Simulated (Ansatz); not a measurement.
## CdF₂ (fluorite): gap against strain (epitaxial in the plane normal to [111])

CdF₂ in the fluorite structure, relaxed with r2SCAN in the PAW code Ansatz, then strained (epitaxial in the plane normal to [111]; changes of length per length, axes as in the cell below) with the atoms relaxed again within the symmetry that is left. The symmetry is Fm-3m (No. 225, cubic); conventional cell a = 5.388 Å, 13.04 Å³ an atom. Cd has 8 F at 2.33 Å; F has 4 Cd at 2.33 Å. Calculated for a static, non-magnetic cell.

```yaml
crystal:
  lattice:
    - [0.00000, 2.69418, 2.69418]
    - [2.69418, 0.00000, 2.69418]
    - [2.69418, 2.69418, 0.00000]
  atoms:
    - { symbol: Cd, position: [0.00000, 0.00000, 0.00000] }
    - { symbol: F, position: [0.25000, 0.25000, 0.25000] }
    - { symbol: F, position: [0.75000, 0.75000, 0.75000] }
```

Gaps are the least over each mesh (PBE 8×8×8, r2SCAN 8×8×8, HSE06 6×6×6 when unstrained) and the special points, which keep their unstrained names; stress is the change from the unstrained cell, compression positive.

| strain (%) | free normal strain (%) | gap, PBE (eV) | gap, r2SCAN (eV) | gap, HSE06 (eV) | edges, HSE06 | in-plane stress, r2SCAN (GPa) | energy rise, r2SCAN (meV/atom) |
| --- | --- | --- | --- | --- | --- | --- | --- |
| -5.0 | +8.27 | 3.196 | 3.879 | 5.298 | X → Γ | +5.87 | 24.2 |
| -3.57 | +5.51 | 3.179 | 3.869 | 5.289 | (0.266, -1/2, -0.271) → Γ | +4.18 | 12.2 |
| 0.0 | 0.00 | 3.100 | 3.794 | 5.207 | W → Γ | 0.00 | 0.0 |
| +0.46 | -0.59 | 3.089 | 3.782 | 5.194 | W → Γ | -0.54 | 0.2 |
| +0.5 | -0.64 | 3.088 | 3.781 | 5.193 | (0.245, -1/2, -1/4) → Γ | -0.59 | 0.2 |

Between zero and the nearest strains the slope of the HSE06 gap against strain is -0.023 eV per percent for negative and -0.028 for positive strain.

Spin-orbit coupling is left out.

Where an edge lies off the special points, it is a point of the mesh or the k point where a search put PBE's edge or least direct gap, reused for the other functionals, whose own edges may lie a little apart.

Coordinates of k points refer to the reciprocal vectors of the primitive cell of the runs.

The meshes of the hybrids are coarse, so their gaps aren't converged to the digits shown.
